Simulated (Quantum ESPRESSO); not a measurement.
# MnO (Cm) in Quantum ESPRESSO: a series of runs

Aim: see how the results for MnO move with the level of theory and the settings. Levels: PBEsol, PBE. Tasks: Wannier functions, energy-loss spectrum.

Everything below comes from runs of Quantum ESPRESSO 7.5. Logs are shortened: lines on timing, memory, paths and dates and some standing lists are left out, and cuts for length are marked.

### 1 The crystal as given

It takes space group Cm (No. 8, monoclinic). Conventional cell: a = 5.943 Å, b = 3.434 Å, c = 3.440 Å, α = 90.00°, β = 125.23°, γ = 90.00°. Mn (site symmetry m) has 4 O at 2.10 Å as nearest neighbours. O (site symmetry m) is surrounded by 4 Mn at 2.10 Å.

The cell comes from a database or a generator and needn't be the stable form of this composition.

(Continued in part 2 of 3.)
